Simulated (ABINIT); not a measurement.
A calculation with ABINIT 10.8.3 (patched build) of Al (native input, structure from a POSCAR):

File run.abi:

```
# Pseudopotentials
pp_dirpath "./"
pseudos "Al.GGA_PBE-JTH.xml"

# Structure
structure "poscar:POSCAR"
natom 1

# Plane-wave basis
ecut 20.0
pawecutdg 40.0

# k points
kptopt 1
ngkpt 11 11 11
nshiftk 1
shiftk 0.0 0.0 0.0

# Exchange and correlation
ixc 11

# Bands and occupations
nband 6
occopt 3
tsmear 0.00183747

# SCF cycle
nstep 100
tolvrs 1.0e-9

# Output
iomode 3
prtwf 0
prteig 0
prtebands 0
enunit 1
prtden 1
prtvha 1
prtvclmb 1
prtpot 1
```

File POSCAR:

```
Al
1.0
    0.0000000000      2.0248050000      2.0248050000
    2.0248050000      0.0000000000      2.0248050000
    2.0248050000      2.0248050000      0.0000000000
Al
1
Direct
    0.0000000000      0.0000000000      0.0000000000  Al
```

Potentials or basis: JTH PAW PBE v2.0.

Command:

```console
$ abinit run.abi > log 2>&1
```

Question: Write the same calculation in another form: ASE script, structure from a POSCAR.

Answer: As run:

run.py

```python
import json, os
import numpy as np
from ase.units import GPa
from ase.calculators.abinit import Abinit, AbinitProfile
from ase.io import read

atoms = read('POSCAR')

profile = AbinitProfile(command='abinit', pp_paths=[os.path.abspath('pseudos')])
params = dict(
    pps='pawxml', xc='PBE',
    ecut=544.2277,
    pawecutdg=1088.4554,
    kptopt=1,
    ngkpt=[11, 11, 11],
    nshiftk=1,
    shiftk=[0.0, 0.0, 0.0],
    ixc=11,
    nband=6,
    occopt=3,
    tsmear=0.05,
    nstep=100,
    tolvrs=1e-09,
    prtwf=0,
    prtden=0,
)

atoms.calc = Abinit(profile=profile, directory='run', **params)
energy = atoms.get_potential_energy()
forces = atoms.get_forces()
stress = atoms.get_stress()
print(f'energy {energy:.6f} eV')
print('forces (eV/A)')
print(np.round(forces, 5))
print('stress (GPa, Voigt, tension positive)', np.round(stress / GPa, 4))
json.dump(dict(energy=energy, forces=forces.tolist(), stress=stress.tolist(), cell=atoms.cell.tolist(), frac=atoms.get_scaled_positions(wrap=False).tolist()), open('results.json', 'w'))
```

POSCAR

```
Al
1.0
    0.0000000000      2.0248050000      2.0248050000
    2.0248050000      0.0000000000      2.0248050000
    2.0248050000      2.0248050000      0.0000000000
Al
1
Direct
    0.0000000000      0.0000000000      0.0000000000
```

Potentials or basis: JTH PAW PBE v2.0.

Command:

```console
$ python run.py
```

Both were run:

|  | native input, structure from a POSCAR | ASE script, structure from a POSCAR |
| --- | --- | --- |
| Pressure | -0.6 GPa | -0.6 GPa |
| Band gap on the k mesh | none (metal or under the smearing width) | none (metal or under the smearing width) |
| Valence electrons inside the program's atomic spheres | Al 0.73 (radii [1.0074] Å) | Al 0.73 (radii [1.0074] Å) |

Keys that steer only the numerical path or the files written may differ.
